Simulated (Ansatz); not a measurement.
# ZnO on a mismatched substrate

Level of theory: DFT PBEsol, scalar-relativistic, plane waves, PAW in Ansatz. Settings: 420 eV cutoff, 9×9×6 k-mesh, Gaussian smearing of 0.02 eV, no spin polarisation.

Reference structure (relaxed):

```
Zn O
1.0
     3.23052    0.00000    0.00000
    -1.61526    2.79771    0.00000
     0.00000    0.00000    5.21394
Zn O
2 2
Direct
  0.66667 0.33333 0.50064
  0.33333 0.66667 0.00064
  0.66667 0.33333 0.87967
  0.33333 0.66667 0.37967
```

The a-b plane is strained alike in both directions, as on a substrate, while c and the atoms relax within the symmetry that the strain leaves. Stress is positive in compression; energies are free energies at the smearing used, per atom.

```csv
strain (%),c (Å),σ in plane (GPa),ΔE (meV/atom)
-6.0,5.5103,13.72,58.98
-4.0,5.4155,8.96,25.83
-2.0,5.3165,4.38,6.32
+0.0,5.2139,-0.04,0.00
+2.0,5.1047,-4.17,6.30
+4.0,4.9836,-7.76,23.94
+6.0,4.8236,-10.18,50.42
```

Problem. Get the biaxial modulus twice, from the stresses and from the energies of the innermost pair.

Solution. From stress: M = −Δσ/Δε = (4.38 − (-4.17)) / 0.040 = 214 GPa. Two in-plane directions each store σε/2, so the energy density is Mε²: M = (mean ΔE)/(V ε²) = 6.31 meV / (11.781 Å³ × 0.020²) × 0.16022 GPa Å³/meV = 215 GPa. The two agree.

Problem. How well does Mε², with M from the stresses, predict the outermost points?

Solution. 56.6 meV predicted against 59.0 computed at -6.0 %; 56.6 meV predicted against 50.4 computed at +6.0 %. The departures hold terms beyond second order and the noise of the energies.

Problem. How does c respond, and up to what thickness can a film with 1 % or 2 % misfit stay coherent on a thick substrate?

Solution. c answers with ε_c = −1.02 ε. In an isotropic solid that ratio is 2ν/(1 − ν), so ν = r/(2 + r) = 0.34. A film of thickness h stores Mε²h per area, 21.4 mJ/m² per nm at 1 %. The Matthews–Blakeslee balance for pure edge misfit dislocations, h = b/(8πf(1 + ν)) × (ln(h/b) + 1), with b taken as the in-plane vector a = 3.23 Å, solved by iteration, gives 3.2 nm at f = 1 % and 1.0 nm at 2 %. This is an isotropic estimate in which the moduli cancel; the real Burgers vector, glide system, anisotropy and slow kinetics can shift it by a factor of a few, mostly upward.